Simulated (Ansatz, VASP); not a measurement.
## Two plane-wave programs on AgCl

The input INCAR:

```
SYSTEM = AgCl
  ALGO = Normal
  EDIFF = 1E-6
  ENCUT = 520
  GGA = PS
  ISIF = 2
  ISMEAR = 0
  LASPH = .TRUE.
  LCHARG = .TRUE.
  LELF = .TRUE.
  LREAL = .FALSE.
  LVHAR = .TRUE.
  LWAVE = .FALSE.
  NBANDS = 16
  NELM = 100
  PREC = Accurate
  SIGMA = 0.05
```

Contents of KPOINTS:

```
k-points
0
G
  8 8 8
  0 0 0
```

File POSCAR:

```
AgCl
1.0
    0.0519965625      2.7731500000      2.7731500000
    2.8251465625      0.0000000000      2.8251465625
    2.7731500000      2.7731500000      0.0519965625
Ag Cl
1 1
Direct
    0.5000000000      0.5000000000      0.5000000000
    0.0000000000      0.0000000000      0.0000000000
```

Input for Ansatz:

```yaml
crystal:
  lattice:
    - [0.0519965625, 2.77315, 2.77315]
    - [2.8251465625, 0.0, 2.8251465625]
    - [2.77315, 2.77315, 0.0519965625]
  atoms:
    - { symbol: Ag, position: [0.5, 0.5, 0.5] }
    - { symbol: Cl, position: [0.0, 0.0, 0.0] }
basis:
  ecutwfc: 420
kpoints:
  mp_grid: { grid: [8, 8, 8] }
hamiltonian:
  xc: pbesol
scf:
  occupations: { method: gaussian, width: 0.05 }
output:
  forces: true
  stress: true
  eigenvalues: true
```

Change from the starting cell: strain +0.0375 x Voigt [0, 0, 0, 0, 1, 0], atoms carried along.

Alike in both runs: task single point; functional PBEsol; k mesh 8 × 8 × 8; occupations gaussian, width 0.05 eV; no spin polarisation.

```csv
,VASP,Ansatz
version,VASP 6.6.1,Ansatz 0.2.0
potentials or method,"VASP PAW PBE potentials, release 64 (Ag, Cl)","scalar-relativistic, plane waves, PAW"
plane-wave cutoff (eV),520,420
valence electrons in the cell,18,26
```

|  | VASP | Ansatz | Ansatz less VASP |
| --- | --- | --- | --- |
| gap on the k mesh at the Fermi level (eV) | 0.70 | 0.70 | +0.002 |
| least direct gap on the mesh (eV) | 2.97 | 2.97 | -0.002 |
| pressure (GPa) | -2.8 | -2.7 | +0.10 |
| largest component of the traceless stress (GPa) | 0.25 | 0.25 | -0.001 |

The two sets of potentials don't hold the same shells in valence.

Caveats: the PAW data sets were made with another functional, which shifts forces and pressure a little (VASP). A k mesh can miss the band edges.
